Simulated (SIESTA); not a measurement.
The system is W.

```xyz
1
Lattice="-1.5163 1.5163 1.5163 1.5163 -1.5163 1.5163 1.5163 1.5163 -1.5163" Properties=species:S:1:pos:R:3 pbc="T T T"
W     0.0000    0.0000    0.0000
```

The cell isn't the ideal one: volume scaled by 0.88.

| Item | Value |
| --- | --- |
| Program | SIESTA 5.4.2 |
| Task | relaxation of cell and atoms |
| Functional | B86bPBE |
| Potentials or basis | PseudoDojo 0.4 standard (PBE files) |
| Basis | SZ (energy shift 0.005 Ry) |
| Grid cutoff | 800 Ry |
| Energy shift | 0.005 Ry |
| k mesh | 12 × 12 × 12 |
| Occupations | fermi-dirac, width 0.05 eV |
| Spin | no spin polarisation |

At the start: pressure 45.4 GPa; volume 13.95 Å³/atom.

Problem. Where does the relaxation end?

Solution. Over 4 steps the energy falls by 191.2 meV/atom and the volume is 15.42 Å³/atom (+10.6 %); space group Im-3m (No. 229, to 0.05 Å).

The path:
| step | energy change (eV) | largest force (eV/Å) | pressure (GPa) | volume (Å³) |
| --- | --- | --- | --- | --- |
| 1 | 0.0000 | 0.0000 | 45.36 | 13.95 |
| 2 | -0.1156 | 0.0000 | -20.67 | 16.52 |
| 3 | -0.1900 | 0.0000 | -3.01 | 15.57 |
| 4 | -0.1912 | 0.0000 | 0.32 | 15.42 |

Final structure:
```yaml
crystal:
  lattice:
    - [-1.56799, 1.56799, 1.56799]
    - [1.56799, -1.56799, 1.56799]
    - [1.56799, 1.56799, -1.56799]
  atoms:
    - { symbol: W, position: [0.00000, 0.00000, 0.00000] }
```

Caveat: the basis has no polarisation orbitals; short orbitals over semicore shells can move pressures by several GPa; the potentials were made for another functional, which shifts forces and pressure; the basis of atomic orbitals isn't converged, which shifts pressures, moduli and gaps.
